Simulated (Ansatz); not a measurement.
Worked example: the enthalpy of formation of C2H2Cl2 (SMILES Cl/C=C\Cl)

C2H2Cl2: 6 atoms, total charge 0, spin state singlet. SMILES: `Cl/C=C\Cl`. The shape is that of a PBE0-D4/def2-TZVP optimisation.

Total energies at CCSD(T)/6-311+G**, 12 core orbitals frozen (Ansatz 0.2.0); the atoms run unrestricted:

```
species    state  energy (Eh)
C2H2Cl2  singlet  -996.518220
     Cl  doublet  -459.604426
      C  triplet   -37.767643
      H  doublet    -0.499810
```

Harmonic wavenumbers at PBE0-D4/def2-TZVP, in cm⁻¹: 165, 429, 586, 718, 742, 879, 916, 1209, 1317, 1672, 3217, 3238.

Measured heats of formation of the gaseous atoms at 298.15 K, in kJ/mol: Cl 121.3, C 716.9, H 218.0. Spin-orbit lowering of the atoms at 298 K (mean of the ground term's levels less their thermal mean, from spectra), in kJ/mol: Cl 3.44, C 0.02. Take 1 Eh = 2625.50 kJ/mol, 1 cm⁻¹ = 0.0119627 kJ/mol, RT = 2.479 kJ/mol.

Q: What heat of formation follows?

A: 
1. Electronic atomisation energy: 2 × (-459.604426) + 2 × (-37.767643) + 2 × (-0.499810) − (-996.518220) = 0.774462 Eh = 2033.3 kJ/mol.
2. Zero-point energy: half the sum of the wavenumbers, 7544 cm⁻¹ = 90.2 kJ/mol.
3. Thermal vibrational enthalpy, Σ hcν̃/(exp(hcν̃/kT) − 1): 3.7 kJ/mol. Translation, rotation and pV of a non-linear molecule: 4 RT = 9.9 kJ/mol.
4. The 6 free atoms carry 5/2 RT each: 37.2 kJ/mol.
5. Spin-orbit coupling lowers the free atoms by 2 × 3.44 + 2 × 0.02 = 6.9 kJ/mol.
6. Atomisation enthalpy at 298 K: 2033.3 − 6.9 − 90.2 − 3.7 − 9.9 + 37.2 = 1959.8 kJ/mol.
7. Sum of the atoms' heats of formation: 2112.4 kJ/mol. Heat of formation: 2112.4 − 1959.8 = +152.6 kJ/mol.

The tabulated value is +4.6 kJ/mol (CRC Handbook of Chemistry and Physics), so this level is off by +148.0 kJ/mol, or 7.0 % of the atomisation enthalpy that the table implies (2107.8 kJ/mol). Coupled cluster needs large bases for atomisation: in a finite one the molecule is underbound. Anharmonicity and any spin-orbit splitting of the molecule are left out, and so is core correlation.
